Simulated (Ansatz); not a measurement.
# Pd/LiF/Pd: current against voltage, part 3 of 5

Wanted: I(V) for Pd/LiF/Pd. Both electrodes are Pd fcc(111); the barrier is LiF rock salt(111) (Li and Li faces). In the first transport cell, after relaxation, the nearest pair of electrode and barrier is Pd–Li at 2.41 Å, along the normal, at the lower face and Pd–Li at 2.41 Å, along the normal, at the upper one. All share a net of side 2.878 Å, which strains the lower electrode by +3.3 % and the barrier by +0.0 %, against typed lattice constants near PBE's. The first steps treat the bulk electrodes alone.

Ansatz 0.2.0; PBE DFT, plane waves, PAW files (the session's first sound run).

So far. Step 3 (Relaxing the interfaces): The largest force component on a free atom ends at 0.012 eV/Å. The work functions of the outer faces are 5.15 and 5.15 eV.

### Step 4. Current against voltage

This step: PBE DFT, plane waves, PAW files; current against voltage, self-consistent between two reservoirs (Ansatz 0.2.0).

System of this step: Pd/LiF/Pd. The cell holds 31 atoms: 22 Pd, 5 Li and 4 F. Cell: a = 2.878 Å, b = 2.878 Å, c = 72.595 Å, α = 90.0°, β = 90.0°, γ = 120.0°. Regions: left electrode, 11 atoms (11 Pd); barrier, 9 atoms (5 Li and 4 F); right electrode, 11 atoms (11 Pd). Vacuum lies along c.

Under bias the potential drop changes the barrier, so density and potential are solved anew at each voltage between two reservoirs. The leads must hold the reservoirs as well as the screening charge.

input.yaml reads:

```yaml
crystal:
  lattice:
    - [2.878, 0.0, 0.0]
    - [-1.439, 2.4924211121, 0.0]
    - [0.0, 0.0, 72.5952805735]
  atoms:
    - { symbol: Pd, position: [0.66666667, 0.33333333, 0.096425001] }
    - { symbol: Pd, position: [0.0, 0.0, 0.1269490795] }
    - { symbol: Pd, position: [0.33333333, 0.66666667, 0.157473158] }
    - { symbol: Pd, position: [0.66666667, 0.33333333, 0.1879972365] }
    - { symbol: Pd, position: [0.0, 0.0, 0.218521315] }
    - { symbol: Pd, position: [0.33333333, 0.66666667, 0.2490453935] }
    - { symbol: Pd, position: [0.66666667, 0.33333333, 0.279569472] }
    - { symbol: Pd, position: [0.0, 0.0, 0.3100935505] }
    - { symbol: Pd, position: [0.33333333, 0.66666667, 0.340617629] }
    - { symbol: Pd, position: [0.66666667, 0.33333333, 0.3711417075] }
    - { symbol: Pd, position: [0.0, 0.0, 0.4019877996] }
    - { symbol: Li, position: [0.0, 0.0, 0.4352468352] }
    - { symbol: F, position: [0.33333333, 0.66666667, 0.451242995] }
    - { symbol: Li, position: [0.66666667, 0.33333333, 0.467534973] }
    - { symbol: F, position: [0.0, 0.0, 0.4837658072] }
    - { symbol: Li, position: [0.33333333, 0.66666667, 0.5000001751] }
    - { symbol: F, position: [0.66666667, 0.33333333, 0.5162345488] }
    - { symbol: Li, position: [0.0, 0.0, 0.5324653579] }
    - { symbol: F, position: [0.33333333, 0.66666667, 0.5487573137] }
    - { symbol: Li, position: [0.66666667, 0.33333333, 0.564753444] }
    - { symbol: Pd, position: [0.66666667, 0.33333333, 0.598012376] }
    - { symbol: Pd, position: [0.0, 0.0, 0.6288582925] }
    - { symbol: Pd, position: [0.33333333, 0.66666667, 0.659382371] }
    - { symbol: Pd, position: [0.66666667, 0.33333333, 0.6899064495] }
    - { symbol: Pd, position: [0.0, 0.0, 0.720430528] }
    - { symbol: Pd, position: [0.33333333, 0.66666667, 0.7509546065] }
    - { symbol: Pd, position: [0.66666667, 0.33333333, 0.781478685] }
    - { symbol: Pd, position: [0.0, 0.0, 0.8120027635] }
    - { symbol: Pd, position: [0.33333333, 0.66666667, 0.842526842] }
    - { symbol: Pd, position: [0.66666667, 0.33333333, 0.8730509205] }
    - { symbol: Pd, position: [0.0, 0.0, 0.903574999] }
kpoints:
  mp_grid: { grid: [12, 12, 1] }
scf:
  occupations: { method: fermi_dirac, width: 0.1 }
  max_iter: 150
hamiltonian:
  xc: pbe
output:
  current_voltage:
    bias: [1.5, 2.0, -1.5, -2.0]
    kmesh: [24, 24]
    leads: [[4, 5], [25, 26]]
    electrode_ends: [10, 20]
  write_potential: true
  write_density: true
  volumetric_format: npy
  elf: true
```

Started as:

```console
> ansatz run input.yaml --threads 4 --pin off --max-ram 16384MiB --backend cpu --events-out ev --progress --plain --runs-dir out
```

Numbers of over 12 decimals in the logs are rounded to 6 here.

What it wrote:

```text
Warning: the atoms were moved onto the symmetric positions of the space group found under crystal.symmetry.tolerance 1.0e-5 (fractional; no operation is sought that the atoms, as they stand in a round, miss by more than twice it, and no atom is moved by as much as it), and the run uses the moved positions. Before a round's move an operation carried an atom to 1.82e-5 Å from where it should land, the largest such dist [...]
[...]
Crystal: 31 atoms, lattice volume = 520.740 Å³
Basis set: ecut = 420 eV, 10179 PW (Γ)
Bands: 264, of which v1, the nominal top of the filled ones, is band 220 counted from 1 (219 counted from 0)
Symmetry: 12 space group operations
[...]
k-points: 19 of 144
[...]
SCF iter   1: F=—  HF=-157671.262352 eV  |F-HF|=—  |Δ(HF+E_count)|=         —  Δρ=1.12e-2  dr2=4.45e1  ethr=1.77e-3  ⟨swp⟩=6.3  Hψ=19027  notcnv=0  defer=129
[...]
SCF iter  12: F=-157671.182612 eV  HF=-157671.182612 eV  |F-HF|=1.35e-8  |Δ(HF+E_count)|=  4.37e-10  Δρ=1.04e-6  dr2=1.74e-8  ethr=2.28e-11  ⟨swp⟩=12.3  Hψ=18011  notcnv=0
SCF 1 converged in 12 iterations: F = -157671.182612 eV  dr2 = 1.74e-8
[...]
bias +0 V, iteration  1: dr2 5.51e-1 eV, mean Fermi level 12.1613 eV
bias +0 V, iteration  2: dr2 2.81e-2 eV, mean Fermi level 12.1581 eV
bias +0 V, iteration  3: dr2 1.13e-2 eV, mean Fermi level 12.1638 eV
bias +0 V, iteration  4: dr2 1.73e-3 eV, mean Fermi level 12.1610 eV
bias +0 V, iteration  5: dr2 4.16e-4 eV, mean Fermi level 12.1621 eV
bias +0 V, iteration  6: dr2 7.58e-5 eV, mean Fermi level 12.1618 eV
bias +0 V, iteration  7: dr2 1.06e-5 eV, mean Fermi level 12.1618 eV
bias +0 V, iteration  8: dr2 2.84e-6 eV, mean Fermi level 12.1618 eV
bias +0 V, iteration  9: dr2 3.38e-7 eV, mean Fermi level 12.1618 eV
bias +0 V, iteration 10: dr2 4.43e-8 eV, mean Fermi level 12.1618 eV
bias +1.5 V, iteration  1: dr2 7.17e3 eV, mean Fermi level 12.6236 eV
bias +1.5 V, iteration  2: dr2 4.86e3 eV, mean Fermi level 12.3035 eV
bias +1.5 V, iteration  3: dr2 1.90e3 eV, mean Fermi level 12.2905 eV
bias +1.5 V, iteration  4: dr2 3.54e3 eV, mean Fermi level 12.4151 eV
bias +1.5 V, iteration  5: dr2 5.10e2 eV, mean Fermi level 12.1595 eV
bias +1.5 V, iteration  6: dr2 2.67e2 eV, mean Fermi level 12.1263 eV
bias +1.5 V, iteration  7: dr2 1.80e2 eV, mean Fermi level 12.1373 eV
bias +1.5 V, iteration  8: dr2 2.32e0 eV, mean Fermi level 12.1478 eV
bias +1.5 V, iteration  9: dr2 8.66e1 eV, mean Fermi level 12.1709 eV
bias +1.5 V, iteration 10: dr2 3.03e1 eV, mean Fermi level 12.1553 eV
bias +1.5 V, iteration 11: dr2 3.11e-1 eV, mean Fermi level 12.1635 eV
bias +1.5 V, iteration 12: dr2 1.64e0 eV, mean Fermi level 12.1617 eV
bias +1.5 V, iteration 13: dr2 6.04e-3 eV, mean Fermi level 12.1606 eV
bias +1.5 V, iteration 14: dr2 5.58e-3 eV, mean Fermi level 12.1609 eV
bias +1.5 V, iteration 15: dr2 3.40e-3 eV, mean Fermi level 12.1618 eV
bias +1.5 V, iteration 16: dr2 1.75e-3 eV, mean Fermi level 12.1625 eV
bias +1.5 V, iteration 17: dr2 1.29e-3 eV, mean Fermi level 12.1624 eV
bias +1.5 V, iteration 18: dr2 3.33e-4 eV, mean Fermi level 12.1620 eV
bias +1.5 V, iteration 19: dr2 4.25e-4 eV, mean Fermi level 12.1620 eV
bias +1.5 V, iteration 20: dr2 1.71e-4 eV, mean Fermi level 12.1620 eV
bias +1.5 V, iteration 21: dr2 2.67e-5 eV, mean Fermi level 12.1620 eV
bias +1.5 V, iteration 22: dr2 1.78e-5 eV, mean Fermi level 12.1620 eV
bias +1.5 V, iteration 23: dr2 1.02e-5 eV, mean Fermi level 12.1620 eV
bias +1.5 V, iteration 24: dr2 4.81e-6 eV, mean Fermi level 12.1619 eV
bias +1.5 V, iteration 25: dr2 3.83e-6 eV, mean Fermi level 12.1620 eV
bias +1.5 V, iteration 26: dr2 1.84e-6 eV, mean Fermi level 12.1620 eV
bias +1.5 V, iteration 27: dr2 5.71e-7 eV, mean Fermi level 12.1620 eV
bias +1.5 V, iteration 28: dr2 4.69e-7 eV, mean Fermi level 12.1620 eV
bias +1.5 V, iteration 29: dr2 1.49e-7 eV, mean Fermi level 12.1619 eV
bias +1.5 V, iteration 30: dr2 1.77e-7 eV, mean Fermi level 12.1619 eV
[...]
bias -1.5 V, iteration 14: dr2 3.19e-6 eV, mean Fermi level 12.1620 eV
bias -1.5 V, iteration 15: dr2 3.68e-6 eV, mean Fermi level 12.1620 eV
bias -1.5 V, iteration 16: dr2 1.06e-6 eV, mean Fermi level 12.1620 eV
bias -1.5 V, iteration 17: dr2 1.00e-7 eV, mean Fermi level 12.1619 eV
bias -2 V, iteration  1: dr2 8.16e-5 eV, mean Fermi level 12.1620 eV
bias -2 V, iteration  2: dr2 4.81e-5 eV, mean Fermi level 12.1618 eV
bias -2 V, iteration  3: dr2 1.81e-5 eV, mean Fermi level 12.1617 eV
bias -2 V, iteration  4: dr2 2.03e-5 eV, mean Fermi level 12.1615 eV
bias -2 V, iteration  5: dr2 1.86e-5 eV, mean Fermi level 12.1614 eV
bias -2 V, iteration  6: dr2 1.03e-6 eV, mean Fermi level 12.1611 eV
bias -2 V, iteration  7: dr2 1.99e-7 eV, mean Fermi level 12.1610 eV
bias -2 V, iteration  8: dr2 8.06e-8 eV, mean Fermi level 12.1610 eV
transmission: 326 of 3233 steps passed
transmission: 647 of 3233 steps passed
[...]
transmission: 3233 of 3233 steps passed
WARN: The output density's exchange-correlation potential varies sharply where the density is thin. Do not read a vacuum level from v_tot or v_xc, or from such a field of the output density. On a cell that repeats whose density bears no net charge and no dipole along the vacuum's axis use v_es (v_loc + v_h of the components); under efield.dipole_correction with no amplitude use v_es + v_field, which holds any externa [...]
SCF converged after 12 iterations
Free energy (F): -157671.182612 eV
[...]
Internal energy: -157669.738775 eV  (E = F + TS)
E sigma→0 (E₀):  -157670.460694 eV
Entropy (-TS):   -1.443836 eV (-46.575 meV/atom)
Fermi energy:    12.155008 eV
[...]
--- Band table (eV; the first three rows and the last of 19) ---
  k-point 0: bands = [... 216 lower, 11.3842, 11.3842, 11.3842, 11.6194, 11.6205, 11.6469, 11.6469, 11.6469, ... 40 higher]
  k-point 1: bands = [... 216 lower, 11.2148, 11.4071, 11.4071, 11.4332, 11.4333, 11.5094, 11.5096, 11.6621, ... 40 higher]
  k-point 2: bands = [... 216 lower, 11.3246, 11.3283, 11.3283, 11.4642, 11.4642, 11.6975, 11.6975, 11.7049, ... 40 higher]
  k-point 18: bands = [... 216 lower, 12.0292, 12.0315, 12.0315, 16.5498, 16.5498, 17.2740, 17.2746, 17.4439, ... 40 higher]
--- Current–voltage curve ---
  leads      : [4, 5] from 7.00 to 26.94 and [25, 26] from 45.65 to 65.60 Å, reservoirs outside 19.69 and 52.90
  electrodes : end at 29.18 and 43.41 Å
  density    : 333 bands, filled at a thermal energy of 1.000e-1 eV; current at 300 K
  bias (V)   current (A)   every other point   every other energy   edges, levels   drop (V)   electrons moved   misfit (meV)   iterations
        +0      0.0000e0            0.0000e0             0.0000e0        0.0000e0     +0.000            0.00e0           66.2   10
      +1.5    1.2684e-10          1.2487e-10           1.2678e-10      3.5989e-13     +1.499           4.20e-3           70.4   31
        +2    2.0811e-10          2.0129e-10           2.0811e-10      3.7630e-13     +1.999           5.60e-3           70.8   10
      -1.5   -1.2685e-10         -1.2493e-10          -1.2677e-10      6.0617e-12     -1.499          -4.20e-3           70.2   17
        -2   -2.0812e-10         -2.0130e-10          -2.0811e-10      3.5318e-12     -1.999          -5.60e-3           70.8   8
  At 0 V the conductance is 4.6380e-11 S, 6.4658e8 S/m².
```

The job ended after 60 min (4 threads of Arm Neoverse V1, shared host; peak memory 6.6 GiB).

This step gave:

```
free energy              : -157671.1826 eV
Fermi energy             : 12.16 eV
conductance at zero bias : 6.47e8 S/m²
```

Checks by voltage:

```tsv
bias (V)	current density (ampere/m²)	current on every other mesh point (ampere)	drop across the junction (V)	electrons moved	electrons in bound states	misfit, lower lead (eV)	misfit, upper lead (eV)	iterations
-2	-2.90e9	-2.01e-10	-1.999	-0.0056	3.97e-4	0.07079	0.07012	8
-1.5	-1.77e9	-1.25e-10	-1.499	-0.004203	2.66e-4	0.0702	0.06913	17
0	0	0	0	0	0	0.06616	0.06616	10
1.5	1.77e9	1.25e-10	1.499	0.004204	2.58e-4	0.06937	0.07042	31
2	2.90e9	2.01e-10	1.999	0.005602	3.97e-4	0.07018	0.07078	10
```

Cell area 7.173 Å^2. The current through one cell by bias:

```tsv
bias (V)	current through one cell (pA)
-2.00	-208
-1.50	-127
0.00	0
1.50	127
2.00	208
```

Bias 0 V. Transmission and channels, zone mean against energy, zero at the mean Fermi level:

```tsv
energy (eV)	transmission	channels, left	channels, right
-0.259	5.2e-7	2.18	2.18
-0.233	5.4e-7	2.18	2.18
-0.207	5.4e-7	2.15	2.15
-0.181	5.3e-7	2.21	2.21
-0.155	4.9e-7	2.19	2.19
-0.129	5.0e-7	2.15	2.15
-0.103	5.2e-7	2.15	2.15
-0.078	5.4e-7	2.01	2.01
-0.052	5.6e-7	1.94	1.94
-0.026	5.7e-7	1.80	1.80
0.000	6.0e-7	1.58	1.58
0.026	6.0e-7	1.48	1.48
0.052	6.4e-7	1.36	1.36
0.078	6.9e-7	1.26	1.26
0.103	7.4e-7	1.22	1.22
0.129	7.9e-7	1.10	1.10
0.155	8.4e-7	1.05	1.05
0.181	9.7e-7	0.970	0.970
0.207	1.0e-6	0.726	0.726
0.233	1.0e-6	0.601	0.601
0.259	1.0e-6	0.549	0.549
```

Bias 2 V. Table of transmission and channels, zone mean by energy, zero at the mean Fermi level:

```tsv
energy (eV)	transmission	channels, left	channels, right
-1.189	3.6e-7	1.99	2.18
-1.163	3.9e-7	1.89	2.21
-1.112	3.5e-7	1.70	2.15
-1.008	6.0e-7	1.70	1.72
-0.905	6.3e-7	1.74	1.25
-0.801	6.8e-7	1.85	0.767
-0.698	7.9e-7	1.79	0.523
-0.595	6.7e-7	1.81	0.523
-0.491	7.3e-7	1.97	0.543
-0.388	7.9e-7	2.02	0.564
-0.310	8.6e-7	1.98	0.606
-0.207	9.8e-7	1.97	0.606
-0.103	1.0e-6	1.93	0.627
0.000	1.2e-6	1.82	0.653
0.103	1.4e-6	1.86	0.653
0.207	1.4e-6	1.78	0.715
0.310	1.7e-6	1.82	0.715
0.388	1.7e-6	1.83	0.715
0.491	1.9e-6	1.85	0.736
0.517	2.5e-6	1.86	0.736
0.595	1.9e-6	1.90	0.736
0.620	3.2e-6	1.99	0.755
0.698	2.0e-6	2.11	0.755
0.776	2.2e-6	2.24	0.786
0.801	2.3e-6	2.18	0.786
0.905	2.4e-6	2.07	0.807
1.008	2.7e-6	1.52	0.807
1.112	3.4e-6	1.14	0.807
1.189	4.0e-6	0.913	0.828
```

Bias -2 V. Transmission and channels, zone mean against energy, zero at the mean Fermi level:

```tsv
energy (eV)	transmission	channels, left	channels, right
-1.27	1.3e-6	2.18	2.16
-1.19	3.6e-7	2.18	1.99
-1.14	3.0e-7	2.18	1.78
-1.06	6.0e-7	1.96	1.76
-0.98	5.7e-7	1.53	1.72
-0.93	4.7e-7	1.30	1.74
-0.85	6.4e-7	1.06	1.82
-0.78	9.1e-7	0.622	1.78
-0.72	7.3e-7	0.538	1.77
-0.65	6.6e-7	0.523	1.78
-0.59	6.7e-7	0.523	1.81
-0.52	7.1e-7	0.543	1.88
-0.44	7.4e-7	0.564	1.99
-0.39	7.9e-7	0.564	2.02
-0.31	8.6e-7	0.606	1.98
-0.23	9.6e-7	0.606	1.99
-0.18	1.2e-6	0.627	1.91
-0.10	1.0e-6	0.627	1.93
-0.03	1.2e-6	0.632	1.86
0.00	1.2e-6	0.653	1.82
0.03	1.3e-6	0.653	1.88
0.10	1.4e-6	0.653	1.86
0.18	1.4e-6	0.694	1.79
0.23	1.5e-6	0.715	1.77
0.31	1.7e-6	0.715	1.82
0.39	1.7e-6	0.715	1.83
0.44	1.6e-6	0.736	1.80
0.52	2.5e-6	0.736	1.86
0.59	1.9e-6	0.736	1.90
0.62	3.2e-6	0.755	1.99
0.65	1.9e-6	0.755	2
0.72	2.1e-6	0.766	2.16
0.78	2.2e-6	0.786	2.24
0.85	2.4e-6	0.807	2.22
0.93	2.5e-6	0.807	1.98
0.98	2.7e-6	0.807	1.77
1.06	3.0e-6	0.807	1.30
1.14	3.6e-6	0.807	1.05
1.19	4.0e-6	0.828	0.913
1.27	4.5e-6	0.828	0.538
```

Table of Hartree potential energy less that at 0 V, planar mean by z:

```tsv
z (Å)	1.5 V (eV)	2 V (eV)	-1.5 V (eV)	-2 V (eV)
0.0	-0.00382	-5.7e-4	-0.00398	-7.6e-4
2.5	0.341	0.459	-0.348	-0.459
5.0	0.673	0.898	-0.676	-0.899
7.5	0.749	0.997	-0.748	-0.999
10.0	0.751	1.000	-0.750	-1.00
12.5	0.751	1.000	-0.751	-1.00
15.0	0.751	1.000	-0.748	-0.999
17.5	0.746	0.994	-0.752	-1.00
20.0	0.750	0.999	-0.749	-1.000
22.5	0.750	0.999	-0.750	-1.00
25.0	0.751	1.000	-0.750	-1.00
27.5	0.750	0.999	-0.750	-1.00
30.0	0.750	0.999	-0.750	-1.00
32.5	0.506	0.674	-0.500	-0.667
35.0	0.176	0.236	-0.170	-0.226
37.5	-0.160	-0.213	0.167	0.223
40.0	-0.491	-0.655	0.497	0.663
42.5	-0.751	-1.00	0.751	1.000
45.0	-0.749	-1.00	0.750	0.999
47.5	-0.750	-1.00	0.751	1.000
50.0	-0.750	-1.00	0.750	0.999
52.5	-0.749	-1.000	0.750	0.999
55.0	-0.753	-1.00	0.746	0.994
57.5	-0.748	-0.999	0.751	1.000
60.0	-0.751	-1.00	0.751	1.000
62.5	-0.750	-1.00	0.751	1.000
65.0	-0.748	-0.998	0.749	0.997
67.5	-0.686	-0.912	0.683	0.912
70.0	-0.361	-0.476	0.354	0.476
```

Valence density in the ca plane at fractional y = 0.000, with atoms of Pd and Li and F within 0.2 Å of it. It is the smooth field of the valence electrons, not physical close to the nuclei.

Values in e/Å³, 5 rows by 16 columns, each cell a mean:
```
 8  1  0  0  0  0  4  6  0  2  0  0  3  3  0  0
 1  0  1  0  1  0  1  1  0  0  0  0  0  0  0  0
 0  0  1  0  1  1  0  0  0  0  0  0  0  0  0  0
 2  0  0  0  0  0  1  2  0  0  0  0  1  1  0  0
11  1  0  0  0  0  6  8  0  4  0  0  4  4  0  0
```
Columns run along c (16.0 Å, from fractional 0.31 to 0.53 of the cell), rows up along a (2.9 Å). Atoms in or near the plane, at fractional coordinates: Pd at (0.31, 0.00), Pd at (0.40, 0.00), Li at (0.44, 0.00), F at (0.48, 0.00).

ELF in the ca plane at fractional y = 0.000, with atoms of Pd and Li and F within 0.2 Å of it. It is the smooth field of the valence electrons, not physical close to the nuclei.

Ten even steps from '0' (0.13 × 1e-1) to '9' (9.76 × 1e-1), each cell a mean:
```
44531211111111112444443217920000168777400000
55421111111111111345432201101210047876200121
22211223211223211122222210025541003442002554
11111233211234321111122210146751000000003675
22111233211233311112222210036651001210002665
44321122211122211234322200003320025764001332
55531111111111111455543204510000058787300000
33531211111111112442453129950000177568500000
```
Columns run along c (16.0 Å, from fractional 0.31 to 0.53 of the cell), rows up along a (2.9 Å). Atoms in or near the plane, at fractional coordinates: Pd at (0.31, 0.00), Pd at (0.40, 0.00), Li at (0.44, 0.00), F at (0.48, 0.00).

Electrostatic potential energy in the ca plane at fractional y = 0.000, with atoms of Pd and Li and F within 0.2 Å of it. With pseudopotentials it is smooth inside the atoms' cores, unlike the true potential.

Ten even steps from '0' (-43 eV) to '9' (15 eV), each cell a mean:
```
00169999999999998400048974468999994126999998
33589999999999999742479987789999998679999999
87899977899977899987899999999999899999889999
99999866799866799999999999999998889999889999
99999876799876799999999999999999889999889999
55799988999988999865689998889999999889999999
10379999999999999520269985579999996348999998
00169999999999998400048963258999983115999997
```
Columns run along c (16.0 Å, from fractional 0.31 to 0.53 of the cell; values clipped at the 3rd and 97th percentile), rows up along a (2.9 Å). Atoms in or near the plane, at fractional coordinates: Pd at (0.31, 0.00), Pd at (0.40, 0.00), Li at (0.44, 0.00), F at (0.48, 0.00).

All 5 points reached self-consistency. On every other mesh point the currents change by up to 3 %. The leads' potential repeats within 71 meV, on the large side, so longer leads could move the currents.

(Part 3 of 5 ends here.)

[Logs are printed without paths, hosts, clocks, repeated set-up lines and the standing remarks that a program may print on its own settings, such as how far it seeks lower states.]

[Hosts, paths, dates, database ids (printed as entryN), source tags and the programs' standing remarks are cut or masked in the printed files.]
